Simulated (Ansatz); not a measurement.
**Point defect: O vacancy in ZnO**

All numbers below come from DFT PBEsol, scalar-relativistic, plane waves, PAW in Ansatz 0.2.0. (420 eV cutoff, 2×2×2 k-mesh, shifted by half a step, Gaussian smearing of 0.01 eV, no spin polarisation)

Host crystal, relaxed:

```
Zn O
1.0
     3.23047    0.00000    0.00000
    -1.61524    2.79767    0.00000
     0.00000    0.00000    5.21408
Zn O
2 2
Direct
  0.66667 0.33333 0.50064
  0.33333 0.66667 0.00064
  0.66667 0.33333 0.87967
  0.33333 0.66667 0.37967
```

Supercell of 36 atoms, rows in host cell vectors: 1 2 -1; 1 -1 -1; -2 -1 -1. Atoms relax at the host's cell from a start displaced at random by 0.06 Å near the defect, so other minima may exist. The cell is small, so energies carry finite-size errors of tenths of an eV. The host's Kohn–Sham gap is 0.70 eV. Atoms are taken from and returned to the elements' standard states. Charged cells are corrected for image charges with the computed static dielectric tensor (mean 10.4) and aligned with the host's potential at far atoms (alignment terms reach 0.74 eV; the program doubts the alignment in some charges, where it is up to 0.74 eV). No band-filling term is added, and the Fermi level counts from the host's valence band top.

Defect: O vacancy at (0.667, 0.333, 0.880) of the host cell.

(1) What is the formation energy of the neutral defect?

(2) Does the neutral defect carry a moment, and how do its surroundings relax?

(3) Charges +2, 0 were computed. Which is stable where in the gap?

## Answers

(1) 3.84 eV.

(2) The neutral run had no spin polarisation, so a moment wasn't tested. The nearest neighbours before are 3 Zn at 1.97 Å, 1 Zn at 1.98 Å; after relaxation the atoms near the site are 1 Zn at 1.74 Å, 2 Zn at 1.77 Å, 1 Zn at 1.78 Å; the largest move is 0.23 Å.

(3) Among the charges computed the stable one is +2 at the valence band top, changing to 0 at 0.62 eV. Levels between neighbouring charges: (+2/0) 0.62 eV.

Cost: 3 runs of about 23 core-minutes in all, on Arm Neoverse V1 (shared hosts).